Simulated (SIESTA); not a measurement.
# Te2Pt (Moncheite) under changes of volume

One of the cells (24.143 Å³/atom); the others are scaled copies at fixed shape and fractional positions:

```xyz
3
Lattice="4.0100 0.0000 0.0000 -2.0050 3.4728 0.0000 0.0000 0.0000 5.2010" Properties=species:S:1:pos:R:3 pbc="T T T"
Pt    0.0000    0.0000    0.0000
Te    2.0050    1.1576    3.9007
Te    0.0000    2.3152    1.3002
```

* Program: SIESTA 5.4.2
* Functional: LDA
* Potentials or basis: PseudoDojo 0.4 standard (LDA files)
* Basis: DZP (energy shift 0.003 Ry; two zetas on semicore shells)
* Grid cutoff: 800 Ry
* Energy shift: 0.003 Ry
* k mesh: 8 × 8 × 5
* Occupations: fermi-dirac, width 0.05 eV
* Spin: no spin polarisation

| volume (Å³/atom) | energy over the lowest point (meV/atom) | pressure (GPa) | largest force (eV/Å) |
| --- | --- | --- | --- |
| 22.694 | 101.56 | 14.7 | 2.135 |
| 23.177 | 62.96 | 11.1 | 1.785 |
| 23.660 | 34.56 | 7.8 | 1.464 |
| 24.143 | 15.20 | 5.0 | 1.169 |
| 24.626 | ? | ? | ? |
| 25.108 | 0.00 | 0.2 | 0.646 |
| 25.591 | 2.49 | -1.8 | 0.418 |

**Question.** What does the run at 24.626 Å³/atom give?

**Answer.** Energy over the lowest point 4.00 meV/atom; pressure 2.5 GPa; largest force 0.897 eV/Å.

Worked out: A Birch-Murnaghan fit of order 3 (a polynomial in V^(-2/3)) to the other rows has its minimum at 25.16 Å³/atom with B0 = V·E''(V) = 111 GPa and B' = 4.8 at fixed shape and positions, which overstates the stiffness. It gives 3.98 meV/atom at 24.626 Å³/atom, against the run's 4.00, and -dE/dV = 2.5 GPa, against 2.5.

Energies are extrapolated to zero smearing.

Caveats: short orbitals over semicore shells can move pressures by several GPa; the basis of atomic orbitals isn't converged, which shifts pressures, moduli and gaps; forces of over 1 eV/Å show positions far from the minimum, so gaps and moduli don't describe the material at rest (some runs).
